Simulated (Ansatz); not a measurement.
**Ga: frozen-core PAW against all-electron methods**

```
Ga
1.0
    -1.71330    1.71330    1.68798
     1.71330   -1.71330    1.68798
     1.71330    1.71330   -1.68798
Ga
1
Cartesian
  0.0000 0.0000 0.0000
```

The structure comes from a relaxation in the same program, started in the bcc type. Whether it is a known phase or the ground state wasn't checked. The listed cell was then made from it by scaling, straining or moving an atom.

Levels of theory: DFT, PBE, PAW with Ansatz's default frozen-core files, scalar-relativistic (Ansatz 0.2.0); DFT, PBE, all-electron LAPW, scalar-relativistic (Ansatz 0.2.0).

For PAW: a Γ-centred 17×17×17 k mesh, Fermi–Dirac smearing of 0.03 eV, cutoff 420 eV, no spin polarisation. LAPW targets a basis error of 0.25 meV/atom. The Ansatz runs share mesh, smearing and spin set-up. Plane-wave (PAW) pressures include the program's estimate of the Pulay term.

Stress and pressure are positive in compression.

The change that made this cell: x and y strained by +1.5 %, z held.

PAW results:

```csv
quantity,PAW
pressure (GPa),-1.29
stress xx (GPa),-1.14
stress zz (GPa),-1.60
```

Task: What does all-electron LAPW give for the same quantities?

Result: 
```tsv
quantity	LAPW
pressure (GPa)	-1.27
stress xx (GPa)	-1.12
stress zz (GPa)	-1.58
```
